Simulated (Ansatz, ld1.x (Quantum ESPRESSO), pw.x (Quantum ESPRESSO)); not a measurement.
**silicon (Si): one change to the ultrasoft potential, in the atom and in the bcc crystal**

| Item | Value |
| --- | --- |
| Element | silicon |
| Generator | ld1.x (Quantum ESPRESSO) 7.5 |
| Type | ultrasoft |
| Functional | PBEsol |
| Relativity | scalar-relativistic |
| Frozen core | [Ne] |
| Valence charge | 4 |
| Reference configuration | 3s2 3p2 |
| Partial waves | 3s (bound): rcut 1.50, rcutus 1.75 bohr; 3s channel at 2.75 Ry: rcut 1.50, rcutus 1.75 bohr; 3p (bound): rcut 1.15, rcutus 1.55 bohr; 3p channel at 0.3 Ry: rcut 1.15, rcutus 1.55 bohr; 3d channel at 0.35 Ry: rcut 1.55, rcutus 2.00 bohr; 3d channel at 2.55 Ry: rcut 1.55, rcutus 2.00 bohr |
| Local potential | all-electron potential smoothed inside 1.55 bohr (lloc = -1) |
| Core correction | none |
| Augmentation charge | PSQ, inside the norm-conserving radii |

Change: core correction a·sin(br)/r model core inside 1.70 bohr.

Cutoffs, loose and tight: the cutoffs (Ry, on a coarse ladder) from which the occupation-weighted sum of valence levels, in a spherical-Bessel basis at the reference potential, stays within 10 and 1 mRy of its value at 400 Ry. They do not see the model core or the augmentation charge, which bear on the density cutoff. Test errors are all-electron minus pseudo excitation energies from the reference, over the configurations 3s2 3p1; 3s2 3p0; 3s1 3p0; 3s1 3p3; 3s2 3p2.3; 3s1 3p2; 3s2 3p1.5; variants that change the core or the reference have their own tests.

Crystal test: bcc Si in pw.x 7.5, no spin, 15³ k-points, Fermi–Dirac smearing 0.01 Ry, cutoffs set for each file from its atomic test. The reference is all-electron LAPW (Ansatz 0.2.0) with the same functional, mesh and smearing; V0 and B0 come from Birch–Murnaghan fits to the pressures at five volumes. Errors are pseudo minus all-electron; Δ is the rms difference of the E(V) curves that follow from these fits, minima aligned, over ±6 % about the mean V0. Mesh and smearing are coarse, so the numbers serve the comparison and aren't converged zero-temperature values; the lattice is a test structure that the element need not adopt.

All-electron: a0 = 3.056 Å (V0 = 14.27 Å³/atom), B0 = 101.5 GPa.

Task: Does the change bring the crystal closer to the all-electron result?

Result: The mean pressure error goes from +0.30 to +0.16 GPa, so the change moves the solid closer to the all-electron pressures.

| quantity | base | changed |
| --- | --- | --- |
| outcome (atom) | generated | generated |
| cutoff, loose (atom) | 10 Ry | 10 Ry |
| cutoff, tight (atom) | 21 Ry | 21 Ry |
| bound ghosts (atom) | none | none |
| largest test error (meV) (atom) | +31 | +16 |
| cutoffs in pw.x (Ry) | 40/400 | 40/400 |
| a0 (Å) | 3.059 | 3.058 |
| a0 error (%) | +0.10 | +0.05 |
| B0 error (%) | +0.3 | +0.7 |
| Δ (meV/atom) | 0.9 | 0.5 |
| mean pressure error (GPa) | +0.30 | +0.16 |

 The atomic cutoffs weigh occupied waves only.
